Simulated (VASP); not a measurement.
# Settings for Sn: relaxation of the cell

Sn, Fd-3m (no. 227), 2 atoms in the cell. PBEsol; PAW potentials Sn_d (PBE set). VASP 6.6.1. The cell is changed on purpose: volume scaled by 1.1.

Wanted: cell volume within 0.05 %; lattice lengths within 0.03 %; shortest distances from each atom, periodic images included within 0.002 Å.

What the run is for: cell; Accuracy asked: tight.

The series start from Plane-wave cutoff (eV): 360; Smearing width (eV): 0.07; k-point mesh: 8 × 8 × 8; Relaxation passes: 2; Ionic threshold (EDIFFG): -0.005; Electronic threshold (eV): 1e-6; Precision mode (PREC): Accurate; Relaxation algorithm: IBRION=2 POTIM=0.5. Each series keeps the choices made before it, and each single choice may use up half of a tolerance. Times cover all steps of a run.

## Plane-wave cutoff (eV)

| Plane-wave cutoff (eV) | Cell volume (Å³) | Lattice lengths, largest deviation against the largest value | Shortest distances from each atom, periodic images included, largest deviation (Å) | Time (s) |
|---|---|---|---|---|
| 240 | 68.94 | 0.45 % | 0.0127 | 13 |
| 280 | 69.62 | 0.12 % | 0.0033 | 19 |
| 310 | 69.16 | 0.34 % | 0.0096 | 21 |
| 360 | 69.43 | 0.21 % | 0.0059 | 32 |
| 420 | 69.88 | 0.0039 % | 0.0001 | 19 |
| 500 | 69.78 | 0.044 % | 0.0012 | 30 |
| 620 (reference) | 69.87 | 0 % | 0.0000 | 37 |

Chosen: 620; the next looser run is off by more than half of the tolerance, so convergence isn't shown beyond this value.

## Smearing width (eV)

| Smearing width (eV) | Cell volume (Å³) | Lattice lengths, largest deviation against the largest value | Shortest distances from each atom, periodic images included, largest deviation (Å) | Time (s) |
|---|---|---|---|---|
| 0.3 | 70.03 | 0.084 % | 0.0024 | 37 |
| 0.2 | 69.98 | 0.059 % | 0.0017 | 39 |
| 0.15 | 69.94 | 0.044 % | 0.0012 | 42 |
| 0.1 | 69.9 | 0.022 % | 0.0006 | 36 |
| 0.07 | 69.87 | 0.008 % | 0.0002 | 37 |
| 0.04 (reference) | 69.85 | 0 % | 0.0000 | 35 |

Chosen: 0.07, the loosest value from which every tighter one stays within half of the tolerance.

## k-point mesh

| k-point mesh | Cell volume (Å³) | Lattice lengths, largest deviation against the largest value | Shortest distances from each atom, periodic images included, largest deviation (Å) | Time (s) |
|---|---|---|---|---|
| 3 × 3 × 3 | 73.43 | 1.7 % | 0.0468 | 12 |
| 4 × 4 × 4 | 70.96 | 0.5 % | 0.0142 | 20 |
| 5 × 5 × 5 | 70.23 | 0.16 % | 0.0045 | 24 |
| 6 × 6 × 6 | 69.98 | 0.037 % | 0.0010 | 28 |
| 8 × 8 × 8 | 69.87 | 0.015 % | 0.0004 | 37 |
| 10 × 10 × 10 (reference) | 69.9 | 0 % | 0.0000 | 47 |

Chosen: 10 × 10 × 10; the next looser run is off by more than half of the tolerance, so convergence isn't shown beyond this value.

## Relaxation passes

| Relaxation passes | Cell volume (Å³) | Lattice lengths, largest deviation against the largest value | Shortest distances from each atom, periodic images included, largest deviation (Å) | Time (s) |
|---|---|---|---|---|
| 1 | 69.9 | 0 % | 0.0000 | 36 |
| 2 | 69.9 | 0 % | 0.0000 | 47 |
| 3 (reference) | 69.9 | 0 % | 0.0000 | 63 |

Chosen: 1.

## Ionic threshold (EDIFFG)

| Ionic threshold (EDIFFG) | Cell volume (Å³) | Lattice lengths, largest deviation against the largest value | Shortest distances from each atom, periodic images included, largest deviation (Å) | Time (s) |
|---|---|---|---|---|
| -0.05 | 69.9 | 0.0093 % | 0.0003 | 38 |
| -0.02 | 69.9 | 0.0093 % | 0.0003 | 46 |
| -0.01 | 69.9 | 0.0093 % | 0.0003 | 53 |
| -0.005 | 69.9 | 0.0093 % | 0.0003 | 36 |
| -0.002 (reference) | 69.92 | 0 % | 0.0000 | 98 |

Chosen: -0.002; the next looser run is off by more than half of the tolerance, so convergence isn't shown beyond this value.

## Electronic threshold (eV)

| Electronic threshold (eV) | Cell volume (Å³) | Lattice lengths, largest deviation against the largest value | Shortest distances from each atom, periodic images included, largest deviation (Å) | Time (s) |
|---|---|---|---|---|
| 0.0001 | 69.96 | 0.021 % | 0.0006 | 55 |
| 1e-5 | 69.92 | 0.0015 % | 0.0001 | 57 |
| 1e-6 | 69.92 | 0.0037 % | 0.0001 | 98 |
| 1e-7 (reference) | 69.91 | 0 % | 0.0000 | 39 |

Chosen: 1e-5.

## Precision mode (PREC)

| Precision mode (PREC) | Cell volume (Å³) | Lattice lengths, largest deviation against the largest value | Shortest distances from each atom, periodic images included, largest deviation (Å) | Time (s) |
|---|---|---|---|---|
| Normal | 69.92 | 0.00043 % | 0.0000 | 30 |
| Accurate (reference) | 69.92 | 0 % | 0.0000 | 57 |

Chosen: Normal.

## Relaxation algorithm

| Relaxation algorithm | Cell volume (Å³) | Lattice lengths, largest deviation against the largest value | Shortest distances from each atom, periodic images included, largest deviation (Å) | Time (s) |
|---|---|---|---|---|
| IBRION=2 POTIM=0.5 | 69.92 | 0 % | 0.0000 | 30 |
| IBRION=2 POTIM=0.2 | 69.91 | 0.0026 % | 0.0001 | 38 |
| IBRION=1 POTIM=0.5 | 69.9 | 0.0067 % | 0.0002 | 30 |
| IBRION=1 POTIM=0.2 | 69.93 | 0.0093 % | 0.0003 | 24 |

Chosen: IBRION=2 POTIM=0.5; no other choice that stays within half of the tolerance saves 30 % of the time.

## All choices together

| Input | Cell volume (Å³) | Lattice lengths, largest deviation against the largest value | Shortest distances from each atom, periodic images included, largest deviation (Å) | Time (s) |
|---|---|---|---|---|
| the program's defaults (naive) | 70.27 | 0.18 % | 0.0052 | 4.2 |
| chosen settings | 69.92 | 0.015 % | 0.0004 | 30 |
| reference settings throughout | 69.88 | 0 % | 0.0000 | 79 |

The chosen settings stay within the tolerance of the reference run, but the reference itself isn't shown to be converged in: Plane-wave cutoff (eV), k-point mesh, Ionic threshold (EDIFFG).

Values of the reference run: Lattice lengths: 4.623, 4.623, 4.623 Å; Shortest distances from each atom, periodic images included: 2.831, 2.831, 2.831, 2.831, 2.831, 2.831, 2.831, 2.831 Å.

## The input

INCAR.step1:
```
GGA = PS ; ISMEAR = 0
SIGMA = 0.07 ; LWAVE = False
LCHARG = False ; NSW = 80
PREC = Normal ; LASPH = True
LREAL = False ; ALGO = Normal
EDIFF = 1E-5 ; NELM = 120
GGA_COMPAT = False ; IBRION = 2
ISIF = 3 ; EDIFFG = -0.002
NELMIN = 4 ; ENCUT = 620
KPAR = 4 ; POTIM = 0.5
```

INCAR.step2, as INCAR.step1 but for:
```
- NSW = 80
- IBRION = 2
- ISIF = 3
- EDIFFG = -0.002
- NELMIN = 4
- POTIM = 0.5
+ ISIF = 2
```

KPOINTS:
```
Automatic mesh
0
Gamma
  10 10 10
  0 0 0
```

POSCAR.step1:
```
Sn
1.0
    0.0000000000      3.3377154789      3.3377154789
    3.3377154789      0.0000000000      3.3377154789
    3.3377154789      3.3377154789      0.0000000000
Sn
2
Direct
    0.7500000000      0.7500000000      0.7500000000
    0.5000000000      0.5000000000      0.5000000000
```

Commands (each step's output is kept before the next begins):
```
cat potpaw_PBE.64/Sn_d/POTCAR > POTCAR
cp INCAR.step1 INCAR
cp POSCAR.step1 POSCAR
mpirun -np 4 vasp_std > vasp.out
cp CONTCAR POSCAR
cp INCAR.step2 INCAR
mpirun -np 4 vasp_std > vasp.out
```

The chosen input took VASP 6.6.1 30 s on 4 cores (Intel Xeon 6975P-C (Granite Rapids)), a shared host.

## An input that fails: too few ionic steps

It gives no converged result.

Changes against the starting input:
```
- NSW = 80
- NELM = 120
+ NSW = 2
+ NELM = 55
```
